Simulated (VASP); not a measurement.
# BaTe: G0W0 on PBE, by volume over the given one and cell

BaTe, Fm-3m (no. 225), 2 atoms in the cell. PBE, GW; PAW potentials Ba_sv_GW, Te_GW (PBE set).

| Volume over the given one | Cell | Quasiparticle gap on the mesh (eV) | Gap of the starting point on the mesh (eV) | Quasiparticle gap at the zone centre (eV) | Starting gap at the zone centre (eV) | Correction of the gap between the band edges on the mesh (eV) | Time (s) |
|---|---|---|---|---|---|---|---|
| 0.94 | scale = 0.94 | 2.37 | 1.51 | 3.87 | 2.86 | 0.86 | 44 |
| 0.97 | scale = 0.97 | 2.49 | 1.59 | 3.94 | 2.90 | 0.90 | 61 |
| 1 | as given | 2.59 | 1.66 | 4.00 | 2.93 | 0.93 | 42 |
| 1.03 | scale = 1.03 | 2.68 | 1.73 | 4.05 | 2.95 | 0.96 | 68 |

Limits: spin-orbit coupling is left out, which can change the gap by several tenths of an eV or more with Te; the mesh is coarse: neither the gap nor the screening is converged.

## Input of the first row

INCAR.step1:
```
PREC = Accurate
ENCUT = 300
ISMEAR = 0
SIGMA = 0.05
LASPH = T
LREAL = F
GGA = PE
ALGO = Normal
EDIFF = 1E-8
NELM = 150
LWAVE = T
LCHARG = F
KPAR = 4
```

INCAR.step2, as INCAR.step1 but for:
```
- ALGO = Normal
- NELM = 150
+ ALGO = Exact
+ NELM = 1
+ ISTART = 1
+ NBANDS = 256
+ LOPTICS = T
```

INCAR.step3:
```
PREC = Accurate
ENCUT = 300
ISMEAR = 0
SIGMA = 0.05
LASPH = T
LREAL = F
GGA = PE
ALGO = EVGW0
NBANDS = 256
NBANDSGW = 12
ENCUTGW = 130
NOMEGA = 48
PRECFOCK = Fast
ISTART = 1
LWAVE = F
LCHARG = F
NELMGW = 1
KPAR = 4
```

KPOINTS:
```
k-points
0
Gamma
  3 3 3
```

POSCAR:
```
BaTe
1.0
    0.0000000000      3.3403886307      3.3403886307
    3.3403886307      0.0000000000      3.3403886307
    3.3403886307      3.3403886307      0.0000000000
Ba Te
1 1
Direct
    0.0000000000      0.0000000000      0.0000000000
    0.5000000000      0.5000000000      0.5000000000
```

Commands (each step's output is kept before the next begins):
```
cat potpaw_PBE.64/Ba_sv_GW/POTCAR potpaw_PBE.64/Te_GW/POTCAR > POTCAR
cp INCAR.step1 INCAR
mpirun -np 4 vasp_std > vasp.out
cp INCAR.step2 INCAR
mpirun -np 4 vasp_std > vasp.out
cp INCAR.step3 INCAR
mpirun -np 4 vasp_std > vasp.out
```

VASP 6.6.1 took 44 s on 4 cores (AMD EPYC 7R43 (Zen 3)), a shared host.
